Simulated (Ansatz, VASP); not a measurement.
**Two plane-wave programs on MgS**

```
CELL_PARAMETERS angstrom
0.00000 2.60165 2.60165
2.60165 0.00000 2.60165
2.60165 2.60165 0.00000
ATOMIC_POSITIONS crystal
Mg 0.00000 0.00000 0.00000
S 0.47598 0.47598 0.52402
```

Change from the starting cell: all S atoms moved +0.125 Å, as atom 2 towards its neighbour atom 1 (Mg) at 2.602 Å.

Alike in both runs: task single point; functional PBE; k mesh 8 × 8 × 8; occupations gaussian, width 0.05 eV; no spin polarisation.

|  | VASP | Ansatz |
| --- | --- | --- |
| version | VASP 6.6.1 | Ansatz 0.2.0 |
| potentials or method | VASP PAW PBE potentials, release 64 (Mg, S) | scalar-relativistic, plane waves, PAW |
| plane-wave cutoff (eV) | 520 | 420 |
| valence electrons in the cell | 8 | 16 |

```csv
,VASP,Ansatz,Ansatz less VASP
gap on the k mesh at the Fermi level (eV),2.78,2.79,+0.015
least direct gap on the mesh (eV),3.71,3.72,+0.012
pressure (GPa),1.4,1.7,+0.30
largest component of the traceless stress (GPa),1.31,1.30,-0.002
rms of the force components (eV/Å),0.221,0.221,-0.0001
```

Atom by atom the forces differ by 0.000 eV/Å (rms over components). The two sets of potentials don't hold the same shells in valence.

A k mesh can miss the band edges.
